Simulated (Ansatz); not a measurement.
# Gallium, diamond under RPBE: from relaxation to bulk modulus, part 2 of 2

What does RPBE give for gallium in the diamond structure? We relax it, solve it on a dense k-mesh, then scale the cell to 7 volumes from 88 to 112 % of the relaxed one and try a fit of the equation of state. Spin polarisation is left out. The k-meshes are 9×9×9 for the relaxation; 15×15×15 for the dense run; 10×10×10 for the volumes.

Ansatz 0.2.0; DFT, RPBE, plane waves (420 eV) with PAW, scalar-relativistic. The steps go on from the part before.

**6. The cell scaled to 96 % of its volume**

input.yaml

```yaml
crystal:
  lattice:
    - [0.0, 2.9455062141, 2.9455062141]
    - [2.9455062141, 0.0, 2.9455062141]
    - [2.9455062141, 2.9455062141, 0.0]
  atoms:
    - { symbol: Ga, position: [0.125, 0.125, 0.125] }
    - { symbol: Ga, position: [0.875, 0.875, 0.875] }
hamiltonian:
  xc: rpbe
  pseudopotentials:
    kind: paw
    azcp:
      Ga: "pseudopotentials/Ga.paw.azcp"
basis:
  ecutwfc: 420
  fft_grid_basis: typed
kpoints:
  mp_grid: { grid: [10, 10, 10], shift: [0, 0, 0] }
magnetization:
  spin_polarized: false
scf:
  occupations: { method: fermi_dirac, width: 0.1 }
  lower_state_search: "off"
output:
  stress: true
  write_density: true
  write_potential: true
  elf: true
  volumetric_format: npy
```

Output, cut to the lines that bear on the results:

```text
Warning: RAYON_NUM_THREADS=2 ignored (pool sized by the plan → 2); use --threads N
[...]
Pseudopotentials: kind: paw
Pseudopotential: Ga, paw, valence charge 13, recommended cutoff 420 eV (normal), <dir>
Functional definition: RPBE
[...]
Crystal: 2 atoms, lattice volume = 51.110 Å³
Basis set: ecut = 420 eV, 965 PW (Γ)
Bands: 17, of which v1, the nominal top of the filled ones, is band 13 counted from 1 (12 counted from 0)
Symmetry: 48 space group operations
Space group: Fd-3m (ITA 227), of the structure as read, at distance tolerance 3.7e-5 Å
k-points: 47 of 1000
[...]
SCF iter   1: F=—  HF=-7576.704554 eV  |F-HF|=—  |Δ(HF+E_count)|=         —  Δρ=4.05e-3  dr2=4.08e-3  ethr=1.77e-3  ⟨swp⟩=5.1  Hψ=3729  notcnv=0
[...]
SCF iter   6: F=-7576.702414 eV  HF=-7576.702414 eV  |F-HF|=2.51e-9  |Δ(HF+E_count)|=   5.12e-8  Δρ=1.88e-6  dr2=1.73e-9  ethr=3.85e-10  ⟨swp⟩=8.4  Hψ=5656  notcnv=0
[...]
SCF converged after 6 iterations
Free energy (F): -7576.702414 eV
[...]
E sigma→0 (E₀):  -7576.681654 eV
Entropy (-TS):   -0.041520 eV (-20.760 meV/atom)
Fermi energy:    5.763569 eV
[...]
--- Stress (GPa, compression-positive) ---
        1.372085      -0.000000       0.000000
       -0.000000       1.372085       0.000000
        0.000000       0.000000       1.372085
  P = ⅓ Tr σ = 1.3721 GPa (13.721 kbar)
--- Band table (eV; the first three rows and the last of 47) ---
  k-point 0: bands = ["-8.9813", "-8.9813", "-8.9813", "-8.9417", "-8.9417", "-8.6411", "-8.6411", "-8.6411", "-8.5910", "-8.5910", "-3.5165", "8.4601", "8.4601", "8.4601", "9.1624", "10.5005", "10.5005"]
[...]
```

It took 0.82 s on 2 threads of AMD EPYC 9R45 (Zen 5), shared host; peak memory 0.4 GiB.

Axes a, b and c in the maps are those of this run's conventional cell (a, b, c = 5.891, 5.891, 5.891 Å).

Density in a lattice plane of the grid's cell (edges 5.89 and 5.89 Å, at 0.125 of the third edge), which holds Ga.

Values in e/Å³, 12 rows by 12 columns:
```
 0.15  0.18  0.18  0.15  0.12  0.10  0.08  0.07  0.07  0.08  0.10  0.12
 0.08  0.07  0.06  0.08  0.10  0.12  0.14  0.17  0.17  0.14  0.14  0.10
 0.05  0.03  0.03  0.05  0.08  0.15  0.31  0.81  0.80  0.32  0.14  0.08
 0.03  0.02  0.02  0.03  0.06  0.18  0.73 13.58 13.22  0.80  0.17  0.07
 0.03  0.02  0.02  0.03  0.07  0.18  0.71 14.16 13.58  0.81  0.17  0.07
 0.05  0.03  0.03  0.05  0.08  0.15  0.29  0.71  0.73  0.31  0.14  0.08
 0.08  0.07  0.07  0.08  0.10  0.12  0.15  0.18  0.18  0.15  0.12  0.10
 0.14  0.17  0.17  0.14  0.14  0.10  0.08  0.07  0.06  0.08  0.10  0.12
 0.31  0.81  0.80  0.32  0.14  0.08  0.05  0.03  0.03  0.05  0.08  0.15
 0.73 13.58 13.22  0.80  0.17  0.07  0.03  0.02  0.02  0.03  0.06  0.18
 0.71 14.16 13.58  0.81  0.17  0.07  0.03  0.02  0.02  0.03  0.07  0.18
 0.29  0.71  0.73  0.31  0.14  0.08  0.05  0.03  0.03  0.05  0.08  0.15
```
Columns run along the first of these edges and rows up along the second, over one cell in 12 and 12 even steps from the bottom left corner. Atoms in the plane (fractional): Ga at (0.12, 0.12), Ga at (0.62, 0.62).

ELF in the same plane.

Ten even steps from '0' (0.03) to '9' (0.46):
```
976667999765433233456799
998889988776666566667788
666566667788888888888776
433233456799976667999765
211111245798765456789754
100000135787641114579753
100000124776520302568742
100000124776510201568742
100000135787642114679753
211111245798665556799754
433233456799976667999765
666566667788998889988776
888888888776666566667788
976667999765433233456799
765456789754211111245798
641114579753100000135787
520302568742100000124776
510201568742100000124776
642114679753100000135787
665556799754211111245798
```
Columns run along the first of these edges and rows up along the second, over one cell in 24 and 20 even steps from the bottom left corner. Atoms in the plane (fractional): Ga at (0.12, 0.12), Ga at (0.62, 0.62).

Both are smooth fields of the valence electrons: close to the nuclei they are not physical.

Maxima of ELF outside the ion cores: 0.55 on the Ga–Ga line, 1.3 Å from Ga.

**7. The cell scaled to 100 % of its volume**

input.yaml, as its differences from that of step 6:

```diff
@@ -2,5 +2,5 @@
   lattice:
-    - [0.0, 2.9455062141, 2.9455062141]
-    - [2.9455062141, 0.0, 2.9455062141]
-    - [2.9455062141, 2.9455062141, 0.0]
+    - [0.0, 2.9858606289, 2.9858606289]
+    - [2.9858606289, 0.0, 2.9858606289]
+    - [2.9858606289, 2.9858606289, 0.0]
   atoms:
```

Output, cut to the lines that bear on the results:

```text
Warning: RAYON_NUM_THREADS=2 ignored (pool sized by the plan → 2); use --threads N
[...]
[... 3 set-up lines as earlier in the session ...]
[...]
Crystal: 2 atoms, lattice volume = 53.240 Å³
Basis set: ecut = 420 eV, 1037 PW (Γ)
Bands: 17, of which v1, the nominal top of the filled ones, is band 13 counted from 1 (12 counted from 0)
[... 2 set-up lines as earlier in the session ...]
k-points: 47 of 1000
[...]
SCF iter   1: F=—  HF=-7576.713219 eV  |F-HF|=—  |Δ(HF+E_count)|=         —  Δρ=3.80e-3  dr2=3.73e-3  ethr=1.77e-3  ⟨swp⟩=5.1  Hψ=3720  notcnv=0
[...]
SCF iter   6: F=-7576.711199 eV  HF=-7576.711199 eV  |F-HF|=6.29e-9  |Δ(HF+E_count)|=   1.52e-8  Δρ=1.92e-6  dr2=1.19e-9  ethr=3.85e-10  ⟨swp⟩=8.5  Hψ=5691  notcnv=0
[...]
SCF converged after 6 iterations
Free energy (F): -7576.711199 eV
[...]
E sigma→0 (E₀):  -7576.689425 eV
Entropy (-TS):   -0.043549 eV (-21.774 meV/atom)
Fermi energy:    5.395742 eV
[...]
--- Stress (GPa, compression-positive) ---
        0.007936       0.000000       0.000000
        0.000000       0.007936      -0.000000
        0.000000      -0.000000       0.007936
  P = ⅓ Tr σ = 0.0079 GPa (0.079 kbar)
--- Band table (eV; the first three rows and the last of 47) ---
  k-point 0: bands = ["-9.3326", "-9.3326", "-9.3326", "-9.2958", "-9.2958", "-9.0212", "-9.0212", "-9.0212", "-8.9784", "-8.9784", "-3.6881", "7.9785", "7.9785", "7.9785", "8.3764", "10.0130", "10.0130"]
[...]
```

Run time: 0.86 s. Hardware: 2 threads of AMD EPYC 9R45 (Zen 5), shared host; peak memory 0.4 GiB.

**8. The cell scaled to 104 % of its volume**

input.yaml, as its differences from that of step 7:

```diff
@@ -2,5 +2,5 @@
   lattice:
-    - [0.0, 2.9858606289, 2.9858606289]
-    - [2.9858606289, 0.0, 2.9858606289]
-    - [2.9858606289, 2.9858606289, 0.0]
+    - [0.0, 3.0251527747, 3.0251527747]
+    - [3.0251527747, 0.0, 3.0251527747]
+    - [3.0251527747, 3.0251527747, 0.0]
   atoms:
@@ -26,5 +26 @@
   stress: true
-  write_density: true
-  write_potential: true
-  elf: true
-  volumetric_format: npy
```

Output, cut to the lines that bear on the results:

```text
Warning: RAYON_NUM_THREADS=2 ignored (pool sized by the plan → 2); use --threads N
[...]
[... 3 set-up lines as earlier in the session ...]
[...]
Crystal: 2 atoms, lattice volume = 55.370 Å³
Basis set: ecut = 420 eV, 1067 PW (Γ)
Bands: 17, of which v1, the nominal top of the filled ones, is band 13 counted from 1 (12 counted from 0)
[... 2 set-up lines as earlier in the session ...]
k-points: 47 of 1000
[...]
SCF iter   1: F=—  HF=-7576.705802 eV  |F-HF|=—  |Δ(HF+E_count)|=         —  Δρ=3.49e-3  dr2=3.28e-3  ethr=1.77e-3  ⟨swp⟩=5.2  Hψ=3730  notcnv=0
[...]
SCF iter   6: F=-7576.703980 eV  HF=-7576.703980 eV  |F-HF|=6.62e-9  |Δ(HF+E_count)|=   4.92e-8  Δρ=1.94e-6  dr2=9.11e-10  ethr=3.85e-10  ⟨swp⟩=4.0  Hψ=2810  notcnv=0
[...]
SCF converged after 6 iterations
Free energy (F): -7576.703980 eV
[...]
E sigma→0 (E₀):  -7576.681379 eV
Entropy (-TS):   -0.045202 eV (-22.601 meV/atom)
Fermi energy:    5.057244 eV
[...]
--- Stress (GPa, compression-positive) ---
       -1.052906      -0.000000      -0.000000
        0.000000      -1.052906      -0.000000
       -0.000000       0.000000      -1.052906
  P = ⅓ Tr σ = -1.0529 GPa (-10.529 kbar)
```

It took 0.61 s on 2 threads of AMD EPYC 9R45 (Zen 5), shared host; peak memory 0.38 GiB.

**9. The cell scaled to 108 % of its volume**

input.yaml, as its differences from that of step 8:

```diff
@@ -2,5 +2,5 @@
   lattice:
-    - [0.0, 3.0251527747, 3.0251527747]
-    - [3.0251527747, 0.0, 3.0251527747]
-    - [3.0251527747, 3.0251527747, 0.0]
+    - [0.0, 3.0634499133, 3.0634499133]
+    - [3.0634499133, 0.0, 3.0634499133]
+    - [3.0634499133, 3.0634499133, 0.0]
   atoms:
```

Output, cut to the lines that bear on the results:

```text
Warning: RAYON_NUM_THREADS=2 ignored (pool sized by the plan → 2); use --threads N
[...]
[... 3 set-up lines as earlier in the session ...]
[...]
Crystal: 2 atoms, lattice volume = 57.499 Å³
Basis set: ecut = 420 eV, 1139 PW (Γ)
Bands: 17, of which v1, the nominal top of the filled ones, is band 13 counted from 1 (12 counted from 0)
[... 1 set-up line as earlier in the session ...]
Space group: Fd-3m (ITA 227), of the structure as read, at distance tolerance 3.9e-5 Å
k-points: 47 of 1000
[...]
SCF iter   1: F=—  HF=-7576.685826 eV  |F-HF|=—  |Δ(HF+E_count)|=         —  Δρ=3.23e-3  dr2=2.90e-3  ethr=1.77e-3  ⟨swp⟩=5.1  Hψ=3751  notcnv=0
[...]
SCF iter   6: F=-7576.684160 eV  HF=-7576.684160 eV  |F-HF|=6.62e-9  |Δ(HF+E_count)|=   5.11e-8  Δρ=1.39e-6  dr2=8.47e-10  ethr=3.85e-10  ⟨swp⟩=4.0  Hψ=2822  notcnv=0
[...]
SCF converged after 6 iterations
Free energy (F): -7576.684160 eV
[...]
E sigma→0 (E₀):  -7576.660796 eV
Entropy (-TS):   -0.046727 eV (-23.363 meV/atom)
Fermi energy:    4.746352 eV
[...]
--- Stress (GPa, compression-positive) ---
       -1.897773       0.000000      -0.000000
       -0.000000      -1.897773       0.000000
        0.000000       0.000000      -1.897773
  P = ⅓ Tr σ = -1.8978 GPa (-18.978 kbar)
```

Run time: 0.65 s. Hardware: 2 threads of AMD EPYC 9R45 (Zen 5), shared host; peak memory 0.39 GiB.

**10. The cell scaled to 112 % of its volume**

input.yaml, as its differences from that of step 9:

```diff
@@ -2,5 +2,5 @@
   lattice:
-    - [0.0, 3.0634499133, 3.0634499133]
-    - [3.0634499133, 0.0, 3.0634499133]
-    - [3.0634499133, 3.0634499133, 0.0]
+    - [0.0, 3.1008127409, 3.1008127409]
+    - [3.1008127409, 0.0, 3.1008127409]
+    - [3.1008127409, 3.1008127409, 0.0]
   atoms:
@@ -26 +26,5 @@
   stress: true
+  write_density: true
+  write_potential: true
+  elf: true
+  volumetric_format: npy
```

Output, cut to the lines that bear on the results:

```text
Warning: RAYON_NUM_THREADS=2 ignored (pool sized by the plan → 2); use --threads N
[...]
[... 3 set-up lines as earlier in the session ...]
[...]
Crystal: 2 atoms, lattice volume = 59.629 Å³
Basis set: ecut = 420 eV, 1211 PW (Γ)
Bands: 17, of which v1, the nominal top of the filled ones, is band 13 counted from 1 (12 counted from 0)
[... 2 set-up lines as earlier in the session ...]
k-points: 47 of 1000
[...]
SCF iter   1: F=—  HF=-7576.655846 eV  |F-HF|=—  |Δ(HF+E_count)|=         —  Δρ=3.02e-3  dr2=2.60e-3  ethr=1.77e-3  ⟨swp⟩=5.2  Hψ=3706  notcnv=0
[...]
SCF iter   6: F=-7576.654292 eV  HF=-7576.654292 eV  |F-HF|=6.74e-9  |Δ(HF+E_count)|=   3.96e-8  Δρ=1.28e-6  dr2=8.08e-10  ethr=3.85e-10  ⟨swp⟩=9.0  Hψ=5914  notcnv=0
[...]
SCF converged after 6 iterations
Free energy (F): -7576.654292 eV
[...]
E sigma→0 (E₀):  -7576.629971 eV
Entropy (-TS):   -0.048641 eV (-24.321 meV/atom)
Fermi energy:    4.459658 eV
[...]
--- Stress (GPa, compression-positive) ---
       -2.570527      -0.000000       0.000000
       -0.000000      -2.570527      -0.000000
        0.000000       0.000000      -2.570527
  P = ⅓ Tr σ = -2.5705 GPa (-25.705 kbar)
--- Band table (eV; the first three rows and the last of 47) ---
  k-point 0: bands = ["-10.2565", "-10.2565", "-10.2565", "-10.2266", "-10.2266", "-10.0141", "-10.0141", "-10.0141", "-9.9874", "-9.9874", "-4.1249", "6.3447", "6.7490", "6.7490", "6.7490", "8.7541", "8.7541"]
[...]
```

Wall time 0.83 s (2 threads of AMD EPYC 9R45 (Zen 5), shared host); peak memory 0.41 GiB.

**11. Energy and pressure against volume**

All volumes keep the relaxed shape and fractional coordinates.

```
V (Å³/atom)  E − E₀ (meV/atom)  P from the stress (GPa)  P from the fit (GPa)
     23.426               45.8                     5.34                  5.31
     24.490               18.3                     3.13                  3.06
     25.555                4.0                     1.37                  1.31
     26.620                0.1                     0.01                 -0.06
     27.685                4.1                    -1.05                 -1.13
     28.750               14.4                    -1.90                 -1.96
     29.814               29.8                    -2.57                 -2.61
```

Fit (Birch-Murnaghan, third order): V₀ = 26.570 Å³/atom, B₀ = 30 GPa, B₀′ = 5.1, largest residual 0.08 meV/atom.

Fit and stress differ a little: one follows E(σ → 0), the other the smeared free energy.

**12. Outcome**

This closing draws on all 2 parts.

| quantity | value |
| --- | --- |
| space group (spins left aside) | Fd-3m (No. 227) |
| conventional cell | a = 5.972 Å |
| volume | 26.620 Å³/atom |
| shortest distance | 2.586 Å |
| gap on the mesh | none (levels filled in part) |
| relative to alpha-Ga (Cmce) | +259 meV/atom |
| V₀, B₀, B₀′ | 26.570 Å³/atom, 30 GPa, 5.1 |

From the guessed start the volume grew by 0.6 % in 4 steps. Against the reference form of gallium (alpha-Ga (Cmce), computed apart with the same settings) it stands 259 meV/atom higher. No gap shows: it is a metal or semimetal at this level. The fitted modulus is 30 GPa. The symmetry was held, so the structure may be unstable against distortions that break it.
